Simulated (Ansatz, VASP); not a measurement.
**Si2W in VASP and in Ansatz**

```
W Si
1.0
    -1.60690    1.60690    3.91495
     1.60690   -1.60690    3.91495
     1.60690    1.60690   -3.91495
W Si
1 2
Direct
  0.00000 0.00000 0.00000
  0.66530 0.66530 0.00000
  0.33470 0.33470 0.00000
```

Alike in both runs: functional PBE; k mesh 12 × 12 × 12; occupations gaussian, width 0.02 eV; no spin polarisation.

```csv
,VASP,Ansatz
version,VASP 6.6.1,Ansatz 0.2.0
potentials or method,"VASP PAW PBE potentials, release 64 (W_sv, Si)",Ansatz PAW
plane-wave cutoff (eV),520,420
valence electrons in the cell,22,22
task,atomic charges,single point
```

```tsv
	VASP	Ansatz	Ansatz less VASP
gap on the k mesh at the Fermi level (eV)	none	none	-
pressure (GPa)	3.4	3.3	-0.15
largest component of the traceless stress (GPa)	0.37	0.43	+0.063
rms of the force components (eV/Å)	0.040	0.038	-0.0012
```

Atom by atom the forces differ by 0.001 eV/Å (rms over components). A gap of «none» marks a metal or a gap that the smearing closes.

Spin-orbit coupling is left out, which matters for the levels of W.
